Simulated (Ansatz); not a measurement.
Runs of Ansatz 0.2.0 on MoS2. It takes space group C2/m (No. 12, monoclinic). The conventional cell has a = 6.296 Å, b = 3.860 Å, c = 4.439 Å, α = 90.00°, β = 90.04°, γ = 90.00°. Mo (site symmetry 2/m) is surrounded by 6 S at 2.35 to 2.60 Å. S (site symmetry m) is surrounded by 3 Mo at 2.35 to 2.60 Å. The cell comes from a database or a generator and needn't be the stable form of this composition.

| level | spin | U | fixed moment (μB) | gap on the mesh (eV) | pressure (GPa) | moment (μB) | largest force (eV/Å) |
| --- | --- | --- | --- | --- | --- | --- | --- |
| PBEsol+U | collinear, program default start | Mo d U = 3 eV | - | none | (a) | 2.27 | 1.35 |
| PBE+U | collinear, ferromagnetic start | Mo d U = 2 eV | - | none | 4.7 | 2.11 | 1.39 |
| PBEsol+U | collinear, ferromagnetic start | Mo d U = 2 eV | 3 | - | 1.7 | 3.00 | (b) |
| PBEsol+U | non-collinear, random start | Mo d U = 2 eV | - | none | -0.5 | 2.11 | 1.40 |
| PBEsol+U | collinear, random start | Mo d U = 2 eV | - | none | -0.5 | 2.11 | 1.40 |

Alike in all rows: task single point; potentials or basis Ansatz PAW; cell as given; k mesh 6 × 6 × 4; cutoff (eV) 420; smearing gaussian 0.05 eV.

Problem. Fill in the values left out.

Solution. (a) 1.4; (b) 1.43.

Caveats: the magnetic or orbital state may not be the lowest; forces of over 1 eV/Å show positions far from the minimum, so gaps and moduli don't describe the material at rest; the PAW data sets come from PBE, with cores solved anew for the run's functional, which leaves a small shift of forces and pressure (some runs); the total moment is fixed, so each spin has its own Fermi level (some runs); the thresholds are loose for stress (some runs).

A k mesh can miss the band edges, and the runs leave out spin-orbit coupling on Mo.

A gap of «none» marks a metal or a gap under the smearing width.
